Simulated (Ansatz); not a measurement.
## NaH: a sweep of one setting

```xyz
2
Lattice="0.0000 2.4400 2.4400 2.4400 0.0000 2.4400 2.4400 2.4400 0.0000" Properties=species:S:1:pos:R:3 pbc="T T T"
Na    0.0000    0.0000    0.0000
H     2.4400    2.4400    2.4400
```

Atoms are numbered in the order listed.

The conventional cell has a = 4.880 Å, b = 4.880 Å, c = 4.880 Å, α = 90.00°, β = 90.00°, γ = 90.00°. Na (atom 1) has 6 H at 2.44 Å as nearest neighbours. H (atom 2) is surrounded by 6 Na at 2.44 Å.

The cell is COD entry 9008680, as deposited and not checked against the literature; nothing was relaxed.

All numbers below come from Ansatz 0.2.0, DFT, PBE, PAW with Ansatz's default frozen-core files, scalar-relativistic.

The runs use a Γ-centred 9×9×9 k mesh, Fermi–Dirac smearing of 0.02 eV, cutoff 420 eV, no spin polarisation. One setting is then changed at a time.

```json
{"k mesh": "9×9×9 (base)", "free energy less the base's (meV/atom)": "0.0", "P (GPa)": "-0.65", "gap on the mesh (eV)": "4.011"}
{"k mesh": "3×3×3", "free energy less the base's (meV/atom)": "?", "P (GPa)": "-0.72", "gap on the mesh (eV)": "5.757"}
{"k mesh": "4×4×4", "free energy less the base's (meV/atom)": "0.0", "P (GPa)": "-0.65", "gap on the mesh (eV)": "?"}
{"k mesh": "7×7×7", "free energy less the base's (meV/atom)": "0.0", "P (GPa)": "-0.65", "gap on the mesh (eV)": "4.182"}
{"k mesh": "13×13×13", "free energy less the base's (meV/atom)": "0.0", "P (GPa)": "-0.65", "gap on the mesh (eV)": "3.864"}
```

Question: Fill in "gap on the mesh (eV)" for the row "4×4×4".

Answer: 3.714.

Question: Fill in "free energy less the base's (meV/atom)" for the row "3×3×3".

Answer: -7.1.
